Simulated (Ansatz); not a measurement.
Compare A (`C=C(O)O`) with its isomer B (`CC(=O)O`).

Gas-phase electronic energies from Ansatz, PBE0-D4/def2-TZVP geometries. CCSD(T)/CBS adds triple-zeta CCSD(T) − MP2 to the extrapolated MP2 energy (def2 sets, frozen cores). Functionals use def2-TZVPP. Each species was taken in one conformer, which may not be the lowest.

Question: Which is lower in electronic energy at CCSD(T)/CBS, and by how much? (Estimate.)

Answer: Computed: B, by 111.1 kJ/mol.

Question: Give E(B) − E(A) in kJ/mol with MP2/def2-TZVPP, LDA (SPW92), HF/def2-TZVPP, r2SCAN-D4, CCSD/def2-TZVPP, CCSD(T)/def2-SVP, BLYP-D4. (An estimate is asked.)

Answer: Computed: MP2/def2-TZVPP -117.5, LDA (SPW92) -101.8, HF/def2-TZVPP -121.4, r2SCAN-D4 -114.5, CCSD/def2-TZVPP -114.6, CCSD(T)/def2-SVP -131.6, BLYP-D4 -115.2. None reverses the order clearly.

Question: Does the order hold for the free energy at 298.15 K (harmonic terms from PBE0-D4)? (Best estimate.)

Answer: Computed: Yes: G(B) − G(A) = -110.6 kJ/mol, for one conformer each.

Largest T1 diagnostic: 0.015.

In def2-TZVPP, CCSD(T) changes the Hartree–Fock value by +6.4 kJ/mol (the triples alone add −0.4 kJ/mol) and MP2 by +3.9 kJ/mol. At CCSD(T), def2-SVP lies −20.5 kJ/mol from the extrapolated value and def2-TZVPP −3.9 kJ/mol.
